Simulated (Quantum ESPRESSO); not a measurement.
The system is TiO2.

```
Ti O
1.0
     4.59984    0.00000    0.00000
     0.00000    4.59984    0.00000
     0.00000    0.00000    2.95921
Ti O
2 4
Direct
  0.00000 0.00000 0.50000
  0.50000 0.50000 0.00000
  0.30432 0.30432 0.50000
  0.19568 0.80432 0.00000
  0.80432 0.19568 0.00000
  0.69568 0.69568 0.50000
```

The cell is a database's computed one.

Base run:

| Quantity | Value |
| --- | --- |
| Program | Quantum ESPRESSO 7.5 |
| Functional | PBEsol |
| Potentials or basis | GBRV 1.5 PBEsol |
| Cutoff | 612 eV |
| Density cutoff | 4898 eV |
| k mesh | 6 × 6 × 9 |
| Occupations | fermi-dirac, width 0.05 eV |
| Spin | no spin polarisation |

Its results: band gap on the k mesh 1.83 eV, direct; pressure -2.5 GPa; largest force 0.061 eV/Å.

After a change of settings the same cell gave: band gap on the k mesh 1.78 eV, direct; pressure -8.3 GPa; largest force 0.111 eV/Å. Which change was it?
A. functional from PBEsol to WC; potentials or basis from GBRV 1.5 PBEsol to PseudoDojo 0.4.1 SR PBE standard; cutoff from 612 eV to 1143 eV; density cutoff from 4898 eV to 4572 eV
B. functional from PBEsol to LDA; potentials or basis from GBRV 1.5 PBEsol to GBRV 1.5 LDA
C. functional from PBEsol to PBE; potentials or basis from GBRV 1.5 PBEsol to PseudoDojo 0.4.1 SR PBE standard; cutoff from 612 eV to 1143 eV; density cutoff from 4898 eV to 4572 eV
D. functional from PBEsol to PBE; potentials or basis from GBRV 1.5 PBEsol to SSSP 1.3 efficiency PBE; cutoff from 612 eV to 748 eV; density cutoff from 4898 eV to 5987 eV

B.

Not every run made on this cell is shown here.
